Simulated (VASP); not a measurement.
# TaN (P6_3/mmc) in VASP: a series of runs, part 3 of 3

VASP 6.6.1.

**6. Elastic constants, PBEsol**

Contents of POSCAR:

```
TaN
1.0
    2.9217699809      0.0000000000      0.0000000000
   -1.4608849905      2.5303270275      0.0000000000
    0.0000000000      0.0000000000      5.9165150000
Ta N
2 2
Direct
    0.0000000000      0.0000000000      0.5000000000
    0.0000000000      0.0000000000      0.0000000000
    0.3333333333      0.6666666667      0.2500000000
    0.6666666667      0.3333333333      0.7500000000
```

Contents of INCAR.step1:

```
ALGO = Fast ; EDIFF = 1E-8
EDIFFG = -0.002 ; ENCUT = 600
GGA = PS ; IBRION = 2
ISIF = 3 ; ISMEAR = 0
LASPH = True ; LCHARG = False
LREAL = False ; LWAVE = False
NELM = 80 ; NSW = 40
PREC = Accurate ; SIGMA = 0.02
```

Contents of INCAR.step2:

```
ALGO = Fast ; EDIFF = 1E-8
ENCUT = 600 ; GGA = PS
IBRION = 6 ; ISIF = 3
ISMEAR = 0 ; LASPH = True
LCHARG = False ; LREAL = False
LWAVE = False ; NELM = 80
NFREE = 2 ; NSW = 1
POTIM = 0.015 ; PREC = Accurate
SIGMA = 0.02
```

Contents of KPOINTS:

```
k-points
0
Gamma
  7 7 4
```

Potentials or basis: VASP PAW PBE potentials, release 64 (Ta_pv, N).

Run with:

```bash
$ cat potpaw_PBE.64/Ta_pv/POTCAR potpaw_PBE.64/N/POTCAR > POTCAR
$ cp INCAR.step1 INCAR
$ mpirun -np 1 vasp_std > vasp.out
$ cp CONTCAR POSCAR
$ cp INCAR.step2 INCAR
$ mpirun -np 1 vasp_std > vasp.out
```

OUTCAR:

```text
EDIFF = 1E-8
   ENCUT = 600
   GGA = PS
   IBRION = 6
   ISIF = 3
   ISMEAR = 0
   LASPH = True
   LREAL = False
   NELM = 80
   NFREE = 2
   NSW = 1
   POTIM = 0.015
   PREC = Accurate

 ion  position               nearest neighbor table
   1  0.000  0.000  0.500-   3 2.22   4 2.22   4 2.22   3 2.22   4 2.22   3 2.22   2 2.94   2 2.94

   2  0.000  0.000  0.000-   3 2.22   4 2.22   4 2.22   3 2.22   4 2.22   3 2.22   1 2.94   1 2.94

   3  0.333  0.667  0.250-   1 2.22   2 2.22   1 2.22   2 2.22   1 2.22   2 2.22
   4  0.667  0.333  0.750-   1 2.22   2 2.22   1 2.22   2 2.22   1 2.22   2 2.22

  LATTYP: Found a hexagonal cell.
 ALAT       =     2.8882127141
 C/A-ratio  =     2.0346172892

  Lattice vectors:

 A1 = (   2.8882127141,   0.0000000000,   0.0000000000)
 A2 = (  -1.4441063571,   2.5012655820,   0.0000000000)
 A3 = (   0.0000000000,   0.0000000000,   5.8764075230)

Analysis of symmetry for initial positions (statically):
=====================================================================
 Subroutine PRICEL returns:
 Original cell was already a primitive cell.

 Routine SETGRP: Setting up the symmetry group for a
 hexagonal supercell.

 Subroutine GETGRP returns: Found 24 space group operations
 (whereof 12 operations were pure point group operations)
 out of a pool of 24 trial point group operations.

[... 943 lines left out ...]
  external PRESSURE =       0.2281249 kB  Pullay stress =       0.0000000 kB
[... 19 lines left out ...]
  FREE ENERGIE OF THE ION-ELECTRON SYSTEM (eV)
  ---------------------------------------------------
  free  energy   TOTEN  =       -46.7680899206 eV

  energy  without entropy=      -46.7678731540  energy(sigma->0) =      -46.76798154

 INTERNAL STRAIN TENSORS FROM STRAINED CELLS
 ============================================

 INTERNAL STRAIN TENSOR FOR ION    1 for displacements in x,y,z  (eV/Angst):
          X           Y           Z          XY          YZ          ZX
  --------------------------------------------------------------------------------
  x     0.00000     0.00000    -0.00000     0.00000     0.00000    -0.00000
  y     0.00000    -0.00000    -0.00000     0.00000     0.00000    -0.00000
  z     0.00000     0.00000     0.00000     0.00000    -0.00000     0.00000

 INTERNAL STRAIN TENSORS FROM DISPLACED ATOMS
 ============================================

 INTERNAL STRAIN TENSOR FOR ION    1 for displacements in x,y,z  (eV/Angst):
          X           Y           Z          XY          YZ          ZX
  --------------------------------------------------------------------------------
  x     0.00000     0.00000     0.00000     0.00000     0.00000     0.00000
  y     0.00000     0.00000     0.00000     0.00000     0.00000     0.00000
  z     0.00000     0.00000     0.00000     0.00000     0.00000     0.00000

 INTERNAL STRAIN TENSOR FOR ION    4 for displacements in x,y,z  (eV/Angst):
          X           Y           Z          XY          YZ          ZX
  --------------------------------------------------------------------------------
  x     0.00000    -0.00000     0.00000    -8.47290     0.00000     0.00000
  y    -8.47290     8.47290     0.00000    -0.00000     0.00000     0.00000
  z    -0.00000     0.00000    -0.00000     0.00000    -0.00000     0.00000

 Eigenvectors and eigenvalues of the dynamical matrix
 ----------------------------------------------------

   1 f  =   16.865978 THz   105.972067 2PiTHz  562.588477 cm-1    69.752050 meV
             X         Y         Z           dx          dy          dz
      0.000000  0.000000  2.938204    -0.000000   -0.000000   -0.000000
      0.000000  0.000000  0.000000    -0.000000   -0.000000   -0.000000
     -0.000000  1.667510  1.469102    -0.000000   -0.000000   -0.707107
      1.444106  0.833755  4.407306     0.000000    0.000000    0.707107
[... 71 lines left out ...]
  12 f/i=    0.000732 THz     0.004598 2PiTHz    0.024410 cm-1     0.003026 meV
             X         Y         Z           dx          dy          dz
      0.000000  0.000000  2.938204     0.000000   -0.000000   -0.681233
      0.000000  0.000000  0.000000     0.000000   -0.000000   -0.681233
     -0.000000  1.667510  1.469102     0.000000   -0.000000   -0.189530
      1.444106  0.833755  4.407306     0.000000   -0.000000   -0.189530

--------------------------------------------------------------------------------------------------------

 ELASTIC MODULI CONTR FROM IONIC RELAXATION (kBar)
 Direction    XX          YY          ZZ          XY          YZ          ZX
 --------------------------------------------------------------------------------
 XX        -411.9249    411.9249      0.0000      0.0000     -0.0000      0.0000
 YY         411.9249   -411.9249     -0.0000      0.0000      0.0000     -0.0000
 ZZ           0.0000     -0.0000     -0.0000      0.0000     -0.0000      0.0000
 XY           0.0000      0.0000      0.0000   -411.9249      0.0000     -0.0000
 YZ          -0.0000      0.0000     -0.0000      0.0000     -0.0000      0.0000
 ZX           0.0000     -0.0000      0.0000     -0.0000      0.0000     -0.0000
 --------------------------------------------------------------------------------

 TOTAL ELASTIC MODULI (kBar)
 Direction    XX          YY          ZZ          XY          YZ          ZX
 --------------------------------------------------------------------------------
 XX        5566.2198   3054.9555   1519.1959     -0.0000     -0.0000      0.0000
 YY        3054.9555   5566.2198   1519.1959     -0.0000     -0.0000     -0.0000
 ZZ        1519.1959   1519.1959   8708.7746     -0.0000      0.0000      0.0000
 XY          -0.0000     -0.0000     -0.0000   1255.6321     -0.0000      0.0000
 YZ          -0.0000      0.0000      0.0000     -0.0000   3051.5925     -0.0000
 ZX           0.0000     -0.0000      0.0000     -0.0000     -0.0000   3051.5920
 --------------------------------------------------------------------------------
```

OUTCAR.step1:

```text
EDIFF = 1E-8
   EDIFFG = -0.002
   ENCUT = 600
   GGA = PS
   IBRION = 2
   ISIF = 3
   ISMEAR = 0
   LASPH = True
   LREAL = False
   NELM = 80
   NSW = 40
   PREC = Accurate

 ion  position               nearest neighbor table
[... 405 lines left out ...]
 fundamental gap:      0.0701084158
 Fermi energy:         8.1566213523

 k-point     1 :       0.0000    0.0000    0.0000
  band No.  band energies     occupation
      1     -27.2873      2.00000
      2     -26.4680      2.00000
      3     -26.1877      2.00000
      4     -26.1877      2.00000
      5     -26.1214      2.00000
      6     -26.1214      2.00000
[... 572 lines left out ...]
  FREE ENERGIE OF THE ION-ELECTRON SYSTEM (eV)
  ---------------------------------------------------
  free  energy   TOTEN  =       -46.7719534408 eV

  energy  without entropy=      -46.7717368124  energy(sigma->0) =      -46.77184513

 reached required accuracy - stopping structural energy minimisation
```

OSZICAR.step1:

```text
N       E                     dE             d eps       ncg     rms          rms(c)
DAV:   1     0.297819430464E+03    0.29782E+03   -0.19438E+04   960   0.188E+03
DAV:   2    -0.349171507363E+02   -0.33274E+03   -0.32305E+03  1120   0.500E+02
DAV:   3    -0.512458481527E+02   -0.16329E+02   -0.15840E+02  1224   0.101E+02
DAV:   4    -0.515857205112E+02   -0.33987E+00   -0.33730E+00  1200   0.136E+01
[... 88 lines left out ...]
RMM:   7    -0.467719535128E+02    0.22625E-05   -0.71323E-06  1002   0.179E-02    0.956E-03
RMM:   8    -0.467719535345E+02   -0.21604E-07   -0.58591E-07  1064   0.500E-03    0.607E-03
RMM:   9    -0.467719534918E+02    0.42602E-07   -0.62266E-08   770   0.169E-03    0.421E-03
RMM:  10    -0.467719534484E+02    0.43401E-07   -0.42782E-08   737   0.142E-03    0.125E-03
RMM:  11    -0.467719534408E+02    0.76643E-08   -0.30311E-08   681   0.980E-04
   6 F= -.46771953E+02 E0= -.46771845E+02  d E =-.610867E-03
```

Run time: 17 min. Hardware: 1 thread of Intel Xeon Platinum 8488C (Sapphire Rapids), shared host; peak memory 0.26 GiB.

What came out:

```
Relaxed volume                                          : 10.61 Å³/atom
Relaxed cell                                            : a = 2.888 Å, b = 2.888 Å, c = 5.876 Å, α = 90.00°, β = 90.00°, γ = 120.00°
Space group after relaxing (to 0.05 Å)                  : P6_3/mmc (No. 194)
Voigt bulk modulus                                      : 356 GPa
Highest phonon frequency at Γ, LO-TO splitting left out : 563 cm⁻¹
```

Step by step:
```tsv
step	energy change (eV)	largest force (eV/Å)	pressure (GPa)	volume (Å³)
1	0.0000	0.0000	-9.83	43.74
2	0.1935	0.0000	28.44	39.63
3	-0.0407	0.0000	-0.18	42.49
4	-0.0407	0.0000	0.05	42.46
5	-0.0409	0.0000	-0.07	42.45
6	-0.0413	0.0000	-0.02	42.45
```

Final structure:
```
CELL_PARAMETERS angstrom
2.88821 0.00000 0.00000
-1.44411 2.50127 0.00000
0.00000 0.00000 5.87641
ATOMIC_POSITIONS crystal
Ta 0.00000 0.00000 0.50000
Ta 0.00000 0.00000 0.00000
N 0.33333 0.66667 0.25000
N 0.66667 0.33333 0.75000
```

Phonon frequencies in cm⁻¹ (negative: imaginary):
```csv
q point,frequencies
"(0.000, 0.000, 0.000)",0 0 0 148 148 269 425 425 505 505 523 563
```

Elastic tensor in Voigt notation (GPa, in the Cartesian axes of the cell as first typed):
```
557 305 152   0   0   0
305 557 152   0   0   0
152 152 871   0   0   0
  0   0   0 305   0   0
  0   0   0   0 305   0
  0   0   0   0   0 126
```

Clamped-ion elastic tensor (GPa):
```
598 264 152   0   0   0
264 598 152   0   0   0
152 152 871   0   0   0
  0   0   0 305   0   0
  0   0   0   0 305   0
  0   0   0   0   0 167
```

Caveat: the PAW data sets were made with another functional, which shifts forces and pressure a little. Spin-orbit coupling is left out, which matters for the levels of Ta.

**7. For comparison**

An earlier run on the cell as given: functional PBE; potentials or basis VASP PAW PBE potentials, release 64 (Ta_pv, N); cutoff 520 eV; k mesh 10 × 10 × 5; occupations fermi-dirac, width 0.05 eV; no spin polarisation.

* Pressure: -0.4 GPa
* Band gap on the k mesh: none (metal or under the smearing width)

**8. Overview**

| task | level | cell | k mesh | cutoff (eV) | smearing | k mesh for the DOS | occupations for the DOS | ions in elastic constants | gap on the mesh (eV) | pressure (GPa) |
| --- | --- | --- | --- | --- | --- | --- | --- | --- | --- | --- |
| density of states | PBEsol | as given | 10 × 10 × 5 | 520 | gaussian 0.02 eV | 15 × 15 × 8 | tetrahedron | - | - | - |
| electric field gradients | PBEsol | as given | 10 × 10 × 5 | 520 | gaussian 0.02 eV | - | - | - | none | -9.6 |
| core levels | PBEsol | as given | 10 × 10 × 5 | 520 | gaussian 0.02 eV | - | - | - | none | -9.6 |
| phonons | PBEsol | relaxed | 7 × 7 × 4 | 600 | gaussian 0.02 eV | - | - | - | - | - |
| elastic constants | PBEsol | relaxed | 7 × 7 × 4 | 600 | gaussian 0.02 eV | - | - | relaxed | - | - |
| single point | PBE | as given | 10 × 10 × 5 | 520 | fermi-dirac 0.05 eV | - | - | - | none | -0.4 |

Alike in all rows: potentials or basis VASP PAW PBE potentials, release 64 (Ta_pv, N); no spin polarisation.

Every run on the cell as given and a fine mesh finds a metal. The pressure there spans -9.6 GPa (PBEsol) to -0.4 GPa (PBE); a positive pressure means that this level wants a larger cell, a negative one a smaller.

Caveats: the PAW data sets were made with another functional, which shifts forces and pressure a little (some runs).

Absolute energies hang on the potentials; compare differences alone.
